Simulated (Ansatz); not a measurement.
# CuO: the cost of one run

Program: Ansatz 0.2.0. Level of theory: DFT PBE+U (U_eff = 7 eV on Cu d), plane waves, PAW. These are calculated values, not measurements.

## (1) Starting point

It takes space group Cc (No. 9, monoclinic). Conventional cell: a = 4.689 Å, b = 3.427 Å, c = 5.132 Å, α = 90.00°, β = 99.65°, γ = 90.00°. Around Cu (site symmetry 1) lie 4 O at 1.91 to 2.02 Å. O (site symmetry 1) is surrounded by 4 Cu at 1.91 to 2.02 Å.

As a file:

```cif
data_structure
_symmetry_space_group_name_H-M 'Cc'
_symmetry_Int_Tables_number 9
_cell_length_a 4.6893
_cell_length_b 3.4268
_cell_length_c 5.1321
_cell_angle_alpha 90.000
_cell_angle_beta 99.653
_cell_angle_gamma 90.000
_cell_volume 81.30
loop_
_atom_site_label
_atom_site_type_symbol
_atom_site_symmetry_multiplicity
_atom_site_Wyckoff_symbol
_atom_site_fract_x
_atom_site_fract_y
_atom_site_fract_z
_atom_site_occupancy
Cu1 Cu 4 a 0.75000 0.24680 0.00000 1
O1 O 4 a 0.51150 0.91710 0.74630 1
```

Magnetic order typed: antiferromagnetic, doubled cell 1/2 1/2 0.

## (2) From atoms, symmetry kept, no search

The input, input.yaml:

```yaml
crystal:
  lattice:
    - [4.68929952, 0.0, 0.0]
    - [4.68929952, 3.42679964, 0.0]
    - [-0.86054991, 0.0, 5.05943948]
  atoms:
    - { symbol: Cu, position: [0.0032, 0.2468, 0.0], spin: 1.0 }
    - { symbol: Cu, position: [0.4968, 0.7532, 0.5], spin: 1.0 }
    - { symbol: O, position: [0.5714, 0.9171, 0.2537] }
    - { symbol: O, position: [0.4056, 0.0829, 0.7537] }
    - { symbol: Cu, position: [0.0032, 0.7468, 0.0], spin: -1.0 }
    - { symbol: Cu, position: [0.4968, 0.2532, 0.5], spin: -1.0 }
    - { symbol: O, position: [0.5714, 0.4171, 0.2537] }
    - { symbol: O, position: [0.4056, 0.5829, 0.7537] }
basis:
  ecutwfc: 420
  ecutrho_ratio: 4
kpoints:
  mp_grid: { grid: [7, 7, 4] }
hamiltonian:
  xc: pbe
  hubbard:
    sites:
      - { site: 0, l: d, u_eff: 7.0 }
      - { site: 1, l: d, u_eff: 7.0 }
      - { site: 4, l: d, u_eff: 7.0 }
      - { site: 5, l: d, u_eff: 7.0 }
scf:
  occupations: { method: gaussian, width: 0.05 }
  lower_state_search: "off"
  max_iter: 150
output:
  forces: true
  stress: true
  eigenvalues: true
  populations: true
  hubbard:
    sites:
      - { site: 0, l: d }
      - { site: 1, l: d }
      - { site: 4, l: d }
      - { site: 5, l: d }
magnetization:
  spin_polarized: true
```

Started as:

```sh
$ ansatz run input.yaml --threads 4 --pin off --max-ram 6144MiB --backend cpu --events-out ev --progress --plain --runs-dir out
```

What time and memory should one allow on 4 threads of Arm Neoverse V1, shared host?

About 23 s, with a peak of 0.74 GiB.
